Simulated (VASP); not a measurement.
Crystal: GeSe.

```xyz
8
Lattice="10.7900 0.0000 0.0000 0.0000 3.8200 0.0000 0.0000 0.0000 4.3800" Properties=species:S:1:pos:R:3 pbc="T T T"
Ge    1.3056    2.8650    3.9157
Ge    6.7006    2.8650    2.6543
Ge    4.0894    0.9550    1.7257
Ge    9.4844    0.9550    0.4643
Se    9.1931    2.8650    2.1769
Se    3.7981    2.8650    0.0131
Se    6.9919    0.9550    4.3669
Se    1.5969    0.9550    2.2031
```

```yaml
Program: VASP 6.6.1
Task: relaxation of cell and atoms
Functional: PBE
Dispersion: D3(BJ)
Potentials_or_basis: VASP PAW PBE potentials, release 64 (Ge_d, Se)
Cutoff: 600 eV
k_mesh: 4 × 8 × 6
Occupations: gaussian, width 0.03 eV
Spin: no spin polarisation
```

At the start: pressure 3.3 GPa; volume 22.57 Å³/atom.

**Question.** Where does the relaxation end?

**Answer.** Over 25 steps the energy falls by 11.7 meV/atom and the volume is 23.52 Å³/atom (+4.2 %); space group Pnma (No. 62, to 0.05 Å).

Step by step:
| step | energy change (eV) | largest force (eV/Å) | pressure (GPa) | volume (Å³) |
| --- | --- | --- | --- | --- |
| 1 | 0.0000 | 0.2543 | 3.31 | 180.53 |
| 2 | -0.0416 | 0.2877 | -2.39 | 193.00 |
| 3 | -0.0841 | 0.1310 | -0.08 | 187.88 |
| 4 | -0.0841 | 0.1262 | -0.02 | 187.73 |
| 5 | -0.0878 | 0.0880 | 0.00 | 187.88 |
| 6 | -0.0900 | 0.0458 | 0.02 | 188.07 |
| 7 | -0.0901 | 0.0431 | 0.06 | 188.10 |
| 8 | -0.0912 | 0.0347 | -0.05 | 188.44 |
| 9 | -0.0912 | 0.0360 | -0.21 | 188.86 |
| 10 | -0.0914 | 0.0347 | -0.19 | 188.67 |
| 11 | -0.0920 | 0.0429 | 0.00 | 188.33 |
| 12 | -0.0921 | 0.0472 | 0.14 | 188.14 |
| 13 | -0.0926 | 0.0377 | 0.09 | 188.16 |
| 14 | -0.0932 | 0.0185 | 0.04 | 188.20 |
| 15 | -0.0934 | 0.0170 | -0.06 | 188.33 |
| 16 | -0.0934 | 0.0168 | -0.04 | 188.37 |
| 17 | -0.0934 | 0.0168 | -0.09 | 188.43 |
| 18 | -0.0935 | 0.0168 | -0.04 | 188.34 |
| 19 | -0.0936 | 0.0184 | 0.02 | 188.17 |
| 20 | -0.0936 | 0.0183 | 0.11 | 188.14 |
| 21 | -0.0936 | 0.0183 | -0.02 | 188.16 |
| 22 | -0.0936 | 0.0183 | 0.06 | 188.15 |
| 23 | -0.0937 | 0.0132 | 0.01 | 188.18 |
| 24 | -0.0937 | 0.0124 | -0.02 | 188.22 |
| 25 | -0.0938 | 0.0096 | 0.01 | 188.18 |

Final structure:
```
Ge Se
1.0
    10.95973    0.00000    0.00000
     0.00000    3.88180    0.00000
     0.00000    0.00000    4.42316
Ge Se
4 4
Direct
  0.12293 0.75000 0.89010
  0.62293 0.75000 0.60990
  0.37707 0.25000 0.39010
  0.87707 0.25000 0.10990
  0.85450 0.75000 0.49865
  0.35450 0.75000 0.00135
  0.64550 0.25000 0.99865
  0.14550 0.25000 0.50135
```
